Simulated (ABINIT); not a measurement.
# AlP (F-43m): G0W0 with ABINIT, start to end, part 3 of 3

Aim: the G0W0 gap of AlP (F-43m) on PBE, step by step.

ABINIT 10.8.3; PBE and many-body steps on it, plane waves. Known limits of the many-body steps: not at the basis limit; coarse k mesh.

So far. Step 4 (Empty states on the mesh, 4×4×4 mesh, 77 bands): On this mesh the gap is 1.564 eV. Step 5 (Screening, 4×4×4 mesh, 69 bands, screening to 108.8 eV): Local fields lower ε∞ by 12 %. On a Γ-centred mesh this coarse the value itself is usually too large, while a short band sum pulls it down.

The database entry behind the starting cell differs from later determinations by our own check (0.1 to 0.3 % short, probably kX units), so it need not match the best structure at ambient conditions.

### Step 6. Self-energy, 4×4×4 mesh, 69 bands, screening to 108.8 eV

The self-energy is evaluated for the states that the input lists, and the levels follow from it, in one-shot runs by the linearised quasiparticle equation.

This step: G0W0 on PBE, plane waves, norm-conserving pseudopotentials.

Contents of run.abi:

```
acell 3*1.0 Angstrom
rprim 
  -0.000000000000 2.725500000000 2.725500000000
  2.725500000000 -0.000000000000 2.725500000000
  2.725500000000 2.725500000000 -0.000000000000
ntypat 2
znucl 13 15
natom 2
typat 1 2
xred 
  0.000000000000 0.000000000000 0.000000000000
  0.250000000000 0.250000000000 0.250000000000
pp_dirpath "pseudos"
pseudos "Al.upf, P.upf"
ecut 18
ngkpt 4 4 4
nshiftk 1
shiftk 0 0 0
kptopt 1
chksymbreak 0
istwfk *1
occopt 1
irdwfk 1
optdriver 4
nband 69
gwcalctyp 0
ecutsigx 18
symsigma 1
nkptgw 2
kptgw 
  0.0000000000 0.0000000000 0.0000000000
  0.5000000000 0.5000000000 0.0000000000
bdgw 
  2 8
  3 6
ecuteps 4
irdscr 1
ppmodel 1
indata_prefix "in"
outdata_prefix "out"
tmpdata_prefix "tmp"
```

Command:

```console
> OMP_NUM_THREADS=1 mpirun -n 4 abinit run.abi > log
```

Numbers of over 12 decimals in the logs are rounded to 6 here.

Log:

```text
.Version 10.8.3 of ABINIT. v10.8.2 released Aug 2026.

 Symmetries : space group F-4 3 m (#216); Bravais cF (face-center cubic)
[... echo of the input left out ...]
== DATASET  1 ==================================================================
-   mpi_nproc: 4, omp_nthreads: 1 (-1 if OMP is not activated)

--- !DatasetInfo
iteration_state: {dtset: 1, }
dimensions: {natom: 2, nkpt: 8, mband: 69, nsppol: 1, nspinor: 1, nspden: 1, mpw: 1008, }
cutoff_energies: {ecut:  18.0, pawecutdg:  -1.0, }
electrons: {nelect:   8.00000000E+00, charge:   0.00000000E+00, occopt:   1.00000000E+00, tsmear:   1.00000000E-02, }

 SIGMA: Calculation of the GW corrections

 Based on a program developped by R.W. Godby, V. Olevano, G. Onida, and L. Reining.
 Incorporated in ABINIT by V. Olevano, G.-M. Rignanese, and M. Torrent.
.Using double precision arithmetic ; gwpc =  8

[... cell and pseudopotentials left out ...]
--------------------------------------------------------------------------------

 ==== K-mesh for the wavefunctions ====
 Number of points in the irreducible wedge :     8
[... list of points left out ...]
 Together with 24 symmetry operations and time-reversal symmetry
 yields    64 points in the full Brillouin Zone.

 ==== Q-mesh for screening function ====
 Number of points in the irreducible wedge :     8
[... list of points left out ...]
 Together with 24 symmetry operations and time-reversal symmetry
 yields    64 points in the full Brillouin Zone.

 vcoul_init : cutoff-mode = AUXILIARY_FUNCTION
 q-points for optical limit:   1
     1)      0.000010    0.000020    0.000030
 setmesh: FFT mesh size selected  =    27x   27x   27
          total number of points  =        19683

 Number of electrons calculated from density =    8.0000; Expected =    8.0000
 average of density, n =  0.029277
 r_s =    2.0128
 omega_plasma =   16.5051 [eV]

 === KS Band Gaps ===
  >>>> For spin  1
   Minimum direct gap =   3.3252 [eV], located at k-point      :   0.0000  0.0000  0.0000
   Fundamental gap    =   1.5639 [eV], Top of valence bands at :   0.0000  0.0000  0.0000
                                       Bottom of conduction at :   0.5000  0.5000  0.0000
 SIGMA fundamental parameters:
 PLASMON POLE MODEL  1
 number of plane-waves for SigmaX                  965
 number of plane-waves for SigmaC and W            113
 number of plane-waves for wavefunctions           965
 number of bands                                    69
 number of independent spin polarizations            1
 number of spinorial components                      1
 number of k-points in IBZ                           8
 number of q-points in IBZ                           8
 number of symmetry operations                      24
 number of k-points in BZ                           64
 number of q-points in BZ                           64
 number of frequencies for dSigma/dE                 9
 frequency step for dSigma/dE [eV]                0.25
 number of omega for Sigma on real axis              0
 max omega for Sigma on real axis  [eV]           0.00
 zcut for avoiding poles [eV]                     0.10

 EPSILON^-1 parameters (SCR file):
 dimension of the eps^-1 matrix on file            113
 dimension of the eps^-1 matrix used               113
 number of plane-waves for wavefunctions           965
 number of bands                                    69
 number of q-points in IBZ                           8
 number of frequencies                               2
 number of real frequencies                          1
 number of imag frequencies                          1

 matrix elements of self-energy operator (all in [eV])

 Perturbative Calculation

--- !SelfEnergy_ee
iteration_state: {dtset: 1, }
kpoint     : [   0.000,    0.000,    0.000, ]
spin       : 1
KS_gap     :    3.325
QP_gap     :    4.203
Delta_QP_KS:    0.877
data: !SigmaeeData |
     Band     E0 <VxcDFT>   SigX SigC(E0)      Z dSigC/dE  Sig(E)    E-E0       E
        2   3.875 -11.917 -14.194   1.535   0.767  -0.303 -12.486  -0.569   3.306
        3   3.875 -11.917 -14.194   1.535   0.767  -0.303 -12.486  -0.569   3.306
        4   3.875 -11.917 -14.194   1.535   0.767  -0.303 -12.486  -0.569   3.306
        5   7.200 -10.063  -5.461  -4.207   0.781  -0.281  -9.755   0.308   7.508
        6   8.440  -9.549  -4.917  -4.204   0.778  -0.285  -9.215   0.333   8.773
        7   8.440  -9.549  -4.917  -4.204   0.778  -0.285  -9.215   0.333   8.773
        8   8.440  -9.549  -4.917  -4.204   0.778  -0.285  -9.215   0.333   8.773

--- !SelfEnergy_ee
iteration_state: {dtset: 1, }
kpoint     : [   0.500,    0.500,    0.000, ]
spin       : 1
KS_gap     :    3.679
QP_gap     :    4.515
Delta_QP_KS:    0.836
data: !SigmaeeData |
     Band     E0 <VxcDFT>   SigX SigC(E0)      Z dSigC/dE  Sig(E)    E-E0       E
        3   1.760 -10.976 -14.079   2.168   0.757  -0.321 -11.684  -0.709   1.051
        4   1.760 -10.976 -14.079   2.168   0.757  -0.321 -11.684  -0.709   1.051
        5   5.439  -8.285  -4.492  -3.634   0.796  -0.257  -8.158   0.127   5.566
        6   6.343  -9.002  -4.950  -3.709   0.791  -0.264  -8.730   0.272   6.615

== END DATASET(S) ==============================================================
================================================================================

 -outvars: echo values of variables after computation  --------
           etotal      0.0000000000E+00
            nband          69
             nkpt           8
          spgroup         216
 [... the other variables as echoed above ...]

 Calculation completed.
```

Wall time 3 s (4 MPI ranks of Arm Neoverse V2, shared host); peak memory 0.11 GiB.

Numbers from this step:

```yaml
g0w0_gap_on_the_points_computed: 2.26 eV
starting_gap_on_the_mesh: 1.564 eV
k_of_the_valence_top: 0, 0, 0
k_of_the_conduction_bottom: 0.5, 0.5, 0
z_at_the_valence_top: 0.767
z_at_the_conduction_bottom: 0.796
least_direct_g0w0_gap_on_the_computed_points: 4.202 eV
```

The gap on the mesh goes from 1.56 eV to 2.26 eV, a correction of +0.70 eV.

Limits: finite bands, cutoff and mesh; coarse k mesh. v1 is the top filled band, c1 the lowest empty one. The levels before and after the correction (eV, zero at the valence-band top of each column):

```csv
,conduction bottom,valence top
Kohn-Sham,1.56,0.00
G0W0,2.26,0.00
```

```csv
,level,energy (eV)
Kohn-Sham,Γ v3-v1,0.000
Kohn-Sham,Γ c1,3.325
Kohn-Sham,Γ c2-c4,4.565
Kohn-Sham,(0.5 0.5 0) v2-v1,-2.116
Kohn-Sham,(0.5 0.5 0) c1,1.564
Kohn-Sham,(0.5 0.5 0) c2,2.468
G0W0,Γ v3-v1,0.000
G0W0,Γ c1,4.202
G0W0,Γ c2-c4,5.467
G0W0,(0.5 0.5 0) v2-v1,-2.255
G0W0,(0.5 0.5 0) c1,2.260
G0W0,(0.5 0.5 0) c2,3.309
```

### Step 7. Where the time went

Times are wall times on 4 MPI ranks of Arm Neoverse V2, shared host, good to a factor of about two.

```csv
step,time,share,memory (GiB)
ground state,2.7 s,16 %,0.07
bands along the symmetry lines,3.7 s,21 %,0.23
empty states on the mesh,3.7 s,21 %,0.39
screening,4.2 s,25 %,0.4
self-energy,3 s,17 %,0.11
```

### Step 8. What came out

* PBE gap: 1.56 eV, indirect
* G0W0 gap on the mesh: 2.26 eV
* GW settings: 4×4×4 mesh, 69 bands, screening to 108.8 eV, Godby-Needs plasmon pole
* known limits: not at the basis limit; coarse k mesh

G0W0 moves the gap on the mesh from 1.56 eV to 2.26 eV (+0.70 eV), with Z of 0.77 and 0.80 at the edges. Local fields lower the RPA ε∞ on this mesh from 12.19 to 10.70; a Γ-centred mesh this coarse tends to raise both, most where the direct gap is narrow, while a short band sum lowers them. Only 2 of the mesh's irreducible points were corrected, so a valley elsewhere could overtake. Bands and cutoff are finite, so the gap is not at the basis limit. The miss can reach some tenths of an eV and take either sign; the mesh is an error of its own. In the G0W0 run levels were corrected at 2 k points alone, so a gap called «on the mesh» is the least over those, and an edge elsewhere would be missed. The 4×4×4 mesh is coarse for this cell, which bears on the long-range parts of exchange and screening.

[Paths, hosts, dates, memory and timing lines, banners, echoed tables and standing remarks are left out of the program output.]

[Logs are printed without paths, hosts, clocks, repeated set-up lines and the standing remarks that a program may print on its own settings, such as how far it seeks lower states.]

[Runs of the session that timed out or met a known fault of the program may be left out.]

[Hosts, paths, dates, database ids (printed as entryN), source tags and the programs' standing remarks are cut or masked in the printed files.]

[G0W0 gaps are taken among the corrected bands and points alone; a level outside them can change the order at an edge.]

[Where Ansatz stands beside ABINIT at settings called matched, ABINIT's density can come from a denser mesh and the files from another edition; pairs whose starting gaps differed by over 0.03 eV were left out, so agreement reads better than it is.]
